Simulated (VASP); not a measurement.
# CoO (I4/mmm) in VASP: reference runs

Reference runs on CoO: the cell as given and a disturbed copy, and energy against volume gives the equilibrium volume and stiffness.

Program: VASP 6.6.1. These are calculated values, not measurements. Logs are shortened: lines on timing, memory, paths and dates and some standing lists are left out, and cuts for length are marked.

## 1. The structure

The structure is tetragonal, space group I4/mmm (No. 139). Conventional cell: a = 3.016 Å, b = 3.016 Å, c = 4.214 Å, α = 90.00°, β = 90.00°, γ = 90.00°. Co (site symmetry 4/mmm) has 6 O at 2.11 to 2.13 Å as nearest neighbours. Around O (site symmetry 4/mmm) lie 6 Co at 2.11 to 2.13 Å.

## 2. Single point, PBE, collinear spin, ferromagnetic start

The input, INCAR:

```
SYSTEM = CoO
  PREC = Accurate
  ENCUT = 520
  EDIFF = 1E-7
  ISMEAR = -1
  SIGMA = 0.05
  LREAL = .False.
  LASPH = .True.
  NELM = 150
  ALGO = Normal
  ISIF = 2
  LWAVE = .False.
  LCHARG = .False.
  ISPIN = 2
  MAGMOM = 2 0
  LORBIT = 11
  LMAXMIX = 4
  GGA = PE
  NBANDS = 18
```

The input, KPOINTS:

```
Automatic mesh
0
Gamma
  12 12 12
  0 0 0
```

The input, POSCAR:

```
CoO
1.0
   -1.5080000000      1.5080000000      2.1072475377
    1.5080000000     -1.5080000000      2.1072475377
    1.5080000000      1.5080000000     -2.1072475377
Co O
1 1
Direct
    0.0000000000      0.0000000000      0.0000000000
    0.5000000000      0.5000000000      0.0000000000
```

Potentials or basis: VASP PAW PBE potentials, release 64 (Co, O).

Started as:

```bash
> cat potpaw_PBE.64/Co/POTCAR potpaw_PBE.64/O/POTCAR > POTCAR
> mpirun -np 1 vasp_std > vasp.out
```

OUTCAR:

```text
SYSTEM = CoO
   PREC = Accurate
   ENCUT = 520
   EDIFF = 1E-7
   ISMEAR = -1
   LREAL = .False.
   LASPH = .True.
   NELM = 150
   ISIF = 2
   ISPIN = 2
   LORBIT = 11
   GGA = PE

 ion  position               nearest neighbor table
   1  0.000  0.000  0.000-   2 2.11   2 2.11   2 2.13   2 2.13   2 2.13   2 2.13
   2  0.500  0.500  0.000-   1 2.11   1 2.11   1 2.13   1 2.13   1 2.13   1 2.13

  LATTYP: Found a body centered tetragonal cell.
 ALAT       =     3.0160000000
 C/A-ratio  =     1.3973790038

  Lattice vectors:

 A1 = (  -1.5080000000,   1.5080000000,   2.1072475377)
 A2 = (   1.5080000000,  -1.5080000000,   2.1072475377)
 A3 = (   1.5080000000,   1.5080000000,  -2.1072475377)

Analysis of symmetry for initial positions (statically):
=====================================================================
 Subroutine PRICEL returns:
 Original cell was already a primitive cell.

 Routine SETGRP: Setting up the symmetry group for a
 body centered tetragonal supercell.

 Subroutine GETGRP returns: Found 16 space group operations
 (whereof 16 operations were pure point group operations)
 out of a pool of 16 trial point group operations.

The static configuration has the point symmetry D_4h.

Analysis of symmetry for dynamics (positions and initial velocities):
=====================================================================
 Subroutine PRICEL returns:
 Original cell was already a primitive cell.

 Routine SETGRP: Setting up the symmetry group for a
 body centered tetragonal supercell.

 Subroutine GETGRP returns: Found 16 space group operations
 (whereof 16 operations were pure point group operations)
 out of a pool of 16 trial point group operations.

The dynamic configuration has the point symmetry D_4h.

Analysis of structural, dynamic, and magnetic symmetry:
=====================================================================
 Subroutine PRICEL returns:
 Original cell was already a primitive cell.

 Routine SETGRP: Setting up the symmetry group for a
 body centered tetragonal supercell.

 Subroutine GETGRP returns: Found 16 space group operations
 (whereof 16 operations were pure point group operations)
 out of a pool of 16 trial point group operations.

The overall configuration has the point symmetry D_4h.

 Subroutine INISYM returns: Found 16 space group operations
 (whereof 16 operations are pure point group operations),
 and found     1 'primitive' translations

----------------------------------------------------------------------------------------

                                     Primitive cell

  volume of cell :      19.1681

  direct lattice vectors                    reciprocal lattice vectors
    -1.508000000  1.508000000  2.107247538     0.000000000  0.331564987  0.237276348
     1.508000000 -1.508000000  2.107247538     0.331564987  0.000000000  0.237276348
     1.508000000  1.508000000 -2.107247538     0.331564987  0.331564987  0.000000000

  length of vectors
     2.998102764  2.998102764  2.998102764     0.407719764  0.407719764  0.468903701

  position of ions in fractional coordinates (direct lattice)
     0.000000000  0.000000000  0.000000000
     0.500000000  0.500000000  0.000000000

  ion indices of the primitive-cell ions
   primitive index   ion index
                 1           1
                 2           2

----------------------------------------------------------------------------------------

 KPOINTS: Automatic mesh

Automatic generation of k-mesh.
 Grid dimensions read from file:
 generate k-points for:   12   12   12

 Generating k-lattice:

  Cartesian coordinates                     Fractional coordinates (reciprocal lattice)
     0.000000000  0.027630416  0.019773029     0.083333333  0.000000000 -0.000000000
     0.027630416  0.000000000  0.019773029     0.000000000  0.083333333 -0.000000000
     0.027630416  0.027630416  0.000000000     0.000000000  0.000000000  0.083333333

  Length of vectors
     0.033976647  0.033976647  0.039075308

  Shift w.r.t. Gamma in fractional coordinates (k-lattice)
     0.000000000  0.000000000  0.000000000

 Subroutine IBZKPT returns following result:
 ===========================================

 Found    163 irreducible k-points:

 Following reciprocal coordinates:
            Coordinates               Weight
  0.000000  0.000000  0.000000      1.000000
  0.083333  0.000000 -0.000000      8.000000
  0.166667  0.000000 -0.000000      8.000000
  0.250000  0.000000 -0.000000      8.000000
  0.333333  0.000000 -0.000000      8.000000
  0.416667  0.000000 -0.000000      8.000000
[... 16 lines left out ...]
  0.500000  0.166667 -0.000000     16.000000
 -0.416667  0.166667  0.000000     16.000000
 [... further k-points ...]
   k-points           NKPTS =    163   k-points in BZ     NKDIM =    163   number of bands    NBANDS=     18
   number of dos      NEDOS =    301   number of ions     NIONS =      2
   total plane-waves  NPLWV =  13824
   dimension x,y,z NGX =    24 NGY =   24 NGZ =   24
   dimension x,y,z NGXF=    48 NGYF=   48 NGZF=   48
   ions per type =               1   1
   NGX,Y,Z   is equivalent  to a cutoff of  13.31, 13.31, 13.31 a.u.
   NGXF,Y,Z  is equivalent  to a cutoff of  26.62, 26.62, 26.62 a.u.
 SYSTEM =  CoO
   PREC   = accura    normal or accurate (medium, high low for compatibility)
   ISTART =      0    job   : 0-new  1-cont  2-samecut
   ICHARG =      2    charge: 1-file 2-atom 10-const
   ISPIN  =      2    spin polarized calculation?
   LNONCOLLINEAR =      F non collinear calculations
   LSORBIT =      F    spin-orbit coupling
   LASPH  =      T    aspherical Exc in radial PAW
   ENCUT  =  520.0 eV  38.22 Ry    6.18 a.u.   5.57  5.57  5.57*2*pi/ulx,y,z
   NELM   =    150;   NELMIN=  2; NELMDL= -5     # of ELM steps
   EDIFF  = 0.1E-06   stopping-criterion for ELM
   LREAL  =      F    real-space projection
   EDIFFG = 0.1E-05   stopping-criterion for IOM
   NSW    =      0    number of steps for IOM
   IBRION =     -1    ionic relax: 0-MD 1-quasi-New 2-CG
   NFREE  =      0    steps in history (QN), initial steepest desc. (CG)
   ISIF   =      2    stress and relaxation
   ISYM   =      2    0-nonsym 1-usesym 2-fastsym
   POTIM  = 0.5000    time-step for ionic-motion
   TEBEG  =    0.0;   TEEND  =   0.0 temperature during run
   PSTRESS=    0.0 pullay stress
   NELECT =      15.0000    total number of electrons
   NUPDOWN=      -1.0000    fix difference up-down
   EMIN   =  10.00;   EMAX   =-10.00  energy-range for DOS
   EFERMI =   0.00;   METHOD = LEGACY
   ISMEAR =    -1;   SIGMA  =   0.05  broadening in eV -4-tet -1-fermi 0-gaus
   EFERMI_NEDOS =   21; number of points for ismear=-14 and -15
   IALGO  =     38    algorithm
   IMIX   =      4    mixing-type and parameters
     AMIX     =   0.40;   BMIX     =  1.00
     AMIX_MAG =   1.60;   BMIX_MAG =  1.00
  volume/ion in A,a.u.               =       9.58        64.68
  Fermi-wavevector in a.u.,A,eV,Ry     =   1.508618  2.850874 30.965868  2.275927
  Thomas-Fermi vector in A             =   2.619048
   LORBIT       =     11    0 simple, 1 ext, 2 COOP (PROOUT), +10 PAW based schemes
   GGA     = PE    functional components
   LHFCALC =     F    Hartree Fock is set to
   AEXX    =    0.0000 exact exchange contribution
   IVDW    =     0    specifies the selected vdW correction
   LEPSILON=     F    determine dielectric tensor
   LRPA    =     F    only Hartree local field effects (RPA)
 spin polarized calculation
  energy-cutoff  :      520.00
  volume of cell :       19.17
 maximum number of plane-waves:       533
 NGX is ok and might be reduce to    24
   NGX = 11   NGY = 11   NGZ = 11

 number of electron      15.0000006 magnetization       2.8844885

 Free energy of the ion-electron system (eV)
  ---------------------------------------------------
  ext. energy  EPLUGINS =         0.00000000
  ---------------------------------------------------
  free energy    TOTEN  =       -13.06346513 eV

  energy without entropy =      -13.02842677  energy(sigma->0) =      -13.04594595

 E-fermi :   8.0174     XC(G=0): -12.4546

 val. band max:        8.0157585562   @ k =   0.3333   0.3333   0.1667
 cond. band min:       8.0186532447   @ k =   0.2500   0.0833   0.0833
 fundamental gap:      0.0028946885
 Fermi energy:         8.0173562877

 spin component 1

 k-point     1 :       0.0000    0.0000    0.0000
  band No.  band energies     occupation
      1     -12.2430      1.00000
      2       4.7571      1.00000
      3       4.7661      1.00000
      4       4.8458      1.00000
      5       4.8844      1.00000
      6       4.8844      1.00000
[... 10 lines left out ...]
     17      29.9230      0.00000
     18      32.8285      0.00000
[... 463 lines left out ...]
 k-point    24 :      -0.4167    0.1667    0.0000
  band No.  band energies     occupation
      1     -11.1697      1.00000
      2       0.6984      1.00000
      3       2.1888      1.00000
      4       2.5565      1.00000
      5       5.1708      1.00000
      6       5.6683      1.00000
[... 10 lines left out ...]
     17      35.3775      0.00000
     18      36.9513      0.00000

 [... further k-points ...]

 spin component 2

 k-point     1 :       0.0000    0.0000    0.0000
  band No.  band energies     occupation
      1     -11.7498      1.00000
      2       5.3828      1.00000
      3       5.4415      1.00000
      4       5.4415      1.00000
      5       6.8923      1.00000
      6       6.8924      1.00000
[... 10 lines left out ...]
     17      30.8880      0.00000
     18      33.6567      0.00000
[... 463 lines left out ...]
 k-point    24 :      -0.4167    0.1667    0.0000
  band No.  band energies     occupation
      1     -10.6361      1.00000
      2       1.3055      1.00000
      3       3.3120      1.00000
      4       3.7535      1.00000
      5       7.1692      1.00000
      6       7.9486      0.79807
[... 10 lines left out ...]
     17      35.8052      0.00000
     18      37.4165      0.00000

 [... further k-points ...]

------------------------ aborting loop because EDIFF is reached ----------------------------------------

  FORCE on cell =-STRESS in cart. coord.  units (eV):
  Direction    XX          YY          ZZ          XY          YZ          ZX
  --------------------------------------------------------------------------------------
  -------------------------------------------------------------------------------------
  Total       -0.0711987     -0.0711987     -0.0542103      0.0000000      0.0000000      0.0000000
  in kB       -5.9511961     -5.9511961     -4.5312116      0.0000000      0.0000000      0.0000000
  external PRESSURE =      -5.4778679 kB  Pullay stress =       0.0000000 kB

 VOLUME and BASIS-vectors are now :
 -----------------------------------------------------------------------------
  energy-cutoff  :      520.00
  volume of cell :       19.17
      direct lattice vectors                 reciprocal lattice vectors
    -1.508000000  1.508000000  2.107247538     0.000000000  0.331564987  0.237276348
     1.508000000 -1.508000000  2.107247538     0.331564987  0.000000000  0.237276348
     1.508000000  1.508000000 -2.107247538     0.331564987  0.331564987  0.000000000

 POSITION                                       TOTAL-FORCE (eV/Angst)
 -----------------------------------------------------------------------------------
      0.00000      0.00000      0.00000        -0.000000     -0.000000     -0.000000
      0.00000      0.00000      2.10725         0.000000      0.000000      0.000000
 -----------------------------------------------------------------------------------
    total drift:                               -0.000000      0.000000     -0.000000

  FREE ENERGIE OF THE ION-ELECTRON SYSTEM (eV)
  ---------------------------------------------------
  free  energy   TOTEN  =       -13.0634651327 eV

  energy  without entropy=      -13.0284267721  energy(sigma->0) =      -13.04594595

 total charge

# of ion       s       p       d       tot
------------------------------------------
    1        0.296   0.361   7.150   7.808
    2        1.556   3.427   0.000   4.983
--------------------------------------------------
tot          1.852   3.788   7.150  12.791

 magnetization (x)

# of ion       s       p       d       tot
------------------------------------------
    1        0.021   0.018   2.503   2.542
    2        0.029   0.264   0.000   0.292
--------------------------------------------------
tot          0.049   0.282   2.503   2.834
```

Wall time 85 s (1 thread of Intel Xeon Platinum 8488C (Sapphire Rapids), shared host); peak memory 0.2 GiB.

What came out:

```
Free energy                                           : -13.0635 eV
Pressure                                              : -0.5 GPa
Band gap on the k mesh                                : none (metal or under the smearing width)
Net moment                                            : 2.88 μB per cell
Site moments                                          : Co +2.54; O +0.29 μB
Valence electrons inside the program's atomic spheres : Co 7.81; O 4.98
```

Levels at points of the mesh, in eV from the Fermi level:
Spin up:
| k point | band 7 | band 8 | band 9 | band 10 | band 11 | band 12 |
| --- | --- | --- | --- | --- | --- | --- |
| (0.00, 0.00, 0.00) | -3.11 | -3.11 | -2.98 | 1.05 | 16.89 | 18.19 |
| (0.50, 0.00, 0.00) | -1.78 | 0.10 | 0.17 | 5.10 | 9.43 | 13.37 |
| (0.50, 0.50, 0.00) | -2.39 | -2.07 | -2.00 | 5.93 | 9.83 | 11.77 |
| (0.50, 0.50, 0.50) | -2.39 | -2.08 | -2.08 | 5.94 | 9.98 | 11.65 |
Spin down:
| k point | band 4 | band 5 | band 6 | band 7 | band 8 | band 9 |
| --- | --- | --- | --- | --- | --- | --- |
| (0.00, 0.00, 0.00) | -2.58 | -1.13 | -1.12 | -1.09 | 0.03 | 0.08 |
| (0.50, 0.00, 0.00) | -4.65 | -0.15 | -0.11 | 0.18 | 2.70 | 2.74 |
| (0.50, 0.50, 0.00) | -3.79 | -2.24 | 0.10 | 0.14 | 0.51 | 1.02 |
| (0.50, 0.50, 0.50) | -3.88 | -2.25 | 0.13 | 0.13 | 0.58 | 0.98 |

Caveat: a cell with one magnetic atom can't hold antiferromagnetic order, which such compounds often take; semilocal functionals often make such compounds metallic where correlation or magnetic order opens a gap, which also shifts bond lengths.

## 3. Single point, PBE, collinear spin, ferromagnetic start (atoms moved at random, drawn with an rms of 0.05 Å)

The input, INCAR:

```
SYSTEM = CoO
PREC = Accurate
ENCUT = 520
EDIFF = 1E-7
ISMEAR = -1
SIGMA = 0.05
LREAL = .False.
LASPH = .True.
NELM = 120
ALGO = Normal
ISIF = 2
LWAVE = .False.
LCHARG = .False.
ISPIN = 2
MAGMOM = 2 0
LORBIT = 11
LMAXMIX = 4
GGA = PE
NBANDS = 18
```

KPOINTS is that of step 2.

The input, POSCAR:

```
CoO
1.0
   -1.5080000000      1.5080000000      2.1072475377
    1.5080000000     -1.5080000000      2.1072475377
    1.5080000000      1.5080000000     -2.1072475377
Co O
1 1
Direct
   -0.0052800000      0.0049430000      0.0153250000
    0.5146290000      0.4995850000      0.0049600000
```

Potentials or basis: VASP PAW PBE potentials, release 64 (Co, O).

Started as:

```bash
> cat potpaw_PBE.64/Co/POTCAR potpaw_PBE.64/O/POTCAR > POTCAR
> mpirun -np 1 vasp_std > vasp.out
```

Run time: 7.8 min. Hardware: 1 thread of Intel Xeon Platinum 8488C (Sapphire Rapids), shared host; peak memory 0.53 GiB.

The run converged. Its results:

```yaml
Free_energy: -13.0590 eV
Pressure: -0.1 GPa
Largest_force: 0.123 eV/Å
Band_gap_on_the_k_mesh: none (metal or under the smearing width)
Net_moment: 2.89 μB per cell
Site_moments: Co +2.54; O +0.30 μB
Valence_electrons_inside_the_program's_atomic_spheres: Co 7.82; O 4.98
```

Forces on the atoms (eV/Å):
```
Co  -0.057  0.028  0.105
O    0.057 -0.028 -0.105
```

Stress tensor (GPa, compression positive):
```
-0.41 -0.34  0.31
-0.34 -0.19 -0.13
 0.31 -0.13  0.20
```

Levels at points of the mesh, in eV from the Fermi level:
Spin up:
```tsv
k point	band 5	band 6	band 7	band 8	band 9	band 10	band 11	band 12	band 13	band 14
(0.00, 0.00, 0.00)	-3.17	-3.05	-2.77	-2.76	-2.73	1.04	16.84	18.16	18.19	18.24
(0.50, 0.00, 0.00)	-2.37	-2.31	-1.78	0.07	0.17	5.12	9.39	13.40	13.67	20.56
(0.00, 0.50, 0.00)	-2.36	-2.33	-1.78	0.08	0.12	5.13	9.39	13.39	13.70	20.56
(0.00, 0.50, 0.50)	-2.37	-2.32	-1.78	0.06	0.15	5.13	9.39	13.40	13.69	20.56
(0.50, 0.00, 0.50)	-2.35	-2.31	-1.79	0.10	0.19	5.11	9.38	13.37	13.65	20.57
(0.50, 0.50, 0.00)	-3.80	-2.87	-2.38	-2.07	-2.00	5.90	9.85	11.73	15.82	16.04
(0.00, 0.00, 0.50)	-3.72	-2.83	-2.38	-2.08	-2.00	5.91	9.83	11.71	15.85	16.06
(0.50, 0.50, 0.50)	-3.75	-2.83	-2.39	-2.09	-2.07	5.90	10.01	11.61	15.76	15.81
```
Spin down:
```
           k point  band 3  band 4  band 5  band 6  band 7  band 8  band 9  band 10
(0.00, 0.00, 0.00)   -2.67   -2.65   -1.11   -1.06   -0.99    0.09    0.13     1.58
(0.50, 0.00, 0.00)   -4.72   -4.65   -0.15   -0.10    0.19    2.65    2.74     5.42
(0.00, 0.50, 0.00)   -4.68   -4.66   -0.14   -0.11    0.18    2.65    2.68     5.44
(0.00, 0.50, 0.50)   -4.70   -4.64   -0.15   -0.10    0.17    2.63    2.71     5.44
(0.50, 0.00, 0.50)   -4.72   -4.67   -0.15   -0.11    0.20    2.70    2.75     5.39
(0.50, 0.50, 0.00)   -3.92   -3.84   -2.18    0.11    0.15    0.52    1.00     6.74
(0.00, 0.00, 0.50)   -3.96   -3.85   -2.14    0.10    0.15    0.54    1.00     6.76
(0.50, 0.50, 0.50)   -3.93   -3.90   -2.19    0.13    0.14    0.59    0.97     6.75
```

Caveat: a cell with one magnetic atom can't hold antiferromagnetic order, which such compounds often take; semilocal functionals often make such compounds metallic where correlation or magnetic order opens a gap, which also shifts bond lengths.

## 4. Equation of state, PBE, collinear spin, ferromagnetic start, 9.01 Å³/atom (volume scaled by 0.94)

The input, INCAR:

```
SYSTEM = CoO
PREC = Accurate ; ENCUT = 520
EDIFF = 1E-7 ; ISMEAR = -1
SIGMA = 0.05 ; LREAL = .False.
LASPH = .True. ; NELM = 100
ALGO = Normal ; ISIF = 2
LWAVE = .False. ; LCHARG = .False.
ISPIN = 2 ; MAGMOM = 2 0
LORBIT = 11 ; LMAXMIX = 4
GGA = PE ; NBANDS = 18
```

KPOINTS is that of step 3.

The input, POSCAR:

```
CoO
1.0
   -1.4772158519      1.4772158519      2.0642304156
    1.4772158519     -1.4772158519      2.0642304156
    1.4772158519      1.4772158519     -2.0642304156
Co O
1 1
Direct
    0.0000000000      0.0000000000      0.0000000000
    0.5000000000      0.5000000000      0.0000000000
```

Started as:

```bash
> cat potpaw_PBE.64/Co/POTCAR potpaw_PBE.64/O/POTCAR > POTCAR
> mpirun -np 1 vasp_std > vasp.out
```

Run time: 2 min. Hardware: 1 thread of Intel Xeon Platinum 8488C (Sapphire Rapids), shared host; peak memory 0.22 GiB.

Results (log left out):

| Item | Value |
| --- | --- |
| Free energy | -13.0299 eV |
| Pressure | 9.7 GPa |
| Band gap on the k mesh | none (metal or under the smearing width) |
| Net moment | 2.59 μB per cell |
| Site moments | Co +2.33; O +0.22 μB |
| Valence electrons inside the program's atomic spheres | Co 7.93; O 5.01 |

Caveat: a cell with one magnetic atom can't hold antiferromagnetic order, which such compounds often take; semilocal functionals often make such compounds metallic where correlation or magnetic order opens a gap, which also shifts bond lengths.

[end of part 1 of 2]
